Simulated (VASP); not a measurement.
The system is Ge.

```xyz
2
Lattice="0.0000 2.8289 2.8289 2.8289 0.0000 2.8289 2.8289 2.8289 0.0000" Properties=species:S:1:pos:R:3 pbc="T T T"
Ge    4.2434    4.2434    4.2434
Ge    2.8289    2.8289    2.8289
```

| Quantity | Value |
| --- | --- |
| Program | VASP 6.6.1 |
| Task | relaxation of cell and atoms |
| Functional | BLYP |
| Dispersion | D4 |
| Potentials or basis | VASP PAW PBE potentials, release 64 (Ge_d) |
| Cutoff | 600 eV |
| k mesh | 8 × 8 × 8 |
| Occupations | fermi-dirac, width 0.05 eV |
| Spin | no spin polarisation |

At the start: pressure 2.9 GPa; volume 22.64 Å³/atom.

Problem. How do energy, volume and symmetry change on relaxing?

Solution. Over 3 steps the energy falls by 9.2 meV/atom and the volume is 23.69 Å³/atom (+4.6 %); space group Fd-3m (No. 227, to 0.05 Å).

Step by step:
| step | energy change (eV) | largest force (eV/Å) | pressure (GPa) | volume (Å³) |
| --- | --- | --- | --- | --- |
| 1 | 0.0000 | 0.0000 | 2.93 | 45.28 |
| 2 | -0.0167 | 0.0000 | -0.80 | 48.05 |
| 3 | -0.0183 | 0.0000 | 0.00 | 47.37 |

Final structure:
```cif
data_structure
_symmetry_space_group_name_H-M 'P 1'
_symmetry_Int_Tables_number 1
_cell_length_a 4.0614
_cell_length_b 4.0614
_cell_length_c 4.0614
_cell_angle_alpha 60.000
_cell_angle_beta 60.000
_cell_angle_gamma 60.000
_cell_volume 47.37
loop_
_atom_site_label
_atom_site_type_symbol
_atom_site_fract_x
_atom_site_fract_y
_atom_site_fract_z
_atom_site_occupancy
Ge1 Ge 0.75000 0.75000 0.75000 1
Ge2 Ge 0.50000 0.50000 0.50000 1
```

The cell as given is a measured one (22.64 Å³/atom); BLYP+D4 puts the equilibrium volume +4.6 % from it, thermal expansion not counted.

Caveat: the PAW data sets were made with another functional, which shifts forces and pressure a little; pairwise dispersion overbinds metals, which lowers pressure and volume.
